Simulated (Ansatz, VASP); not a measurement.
# Two plane-wave programs on TiN

```
CELL_PARAMETERS angstrom
0.00000 2.10197 2.10197
2.10197 0.00000 2.10197
2.10197 2.10197 0.00000
ATOMIC_POSITIONS crystal
Ti 0.00000 0.00000 0.00000
N 0.50000 0.50000 0.50000
```

Alike in both runs: functional PBEsol; k mesh 18 × 18 × 18; occupations gaussian, width 0.1 eV; no spin polarisation.

Ansatz relaxed the structure, and its values are those at the end. VASP's run is a single point on that final structure, the one shown.

```csv
,VASP,Ansatz
version,VASP 6.6.1,Ansatz 0.2.0
potentials or method,"VASP PAW PBE potentials, release 64 (Ti_sv, N)","scalar-relativistic, plane waves, PAW"
plane-wave cutoff (eV),520,420
valence electrons in the cell,17,17
```

```tsv
	VASP	Ansatz	Ansatz less VASP
gap on the k mesh at the Fermi level (eV)	none	none	-
pressure (GPa)	0.5	0.0	-0.49
```

A gap of «none» marks a metal or a gap that the smearing closes.

Caveats: the PAW data sets were made with another functional, which shifts forces and pressure a little (VASP).
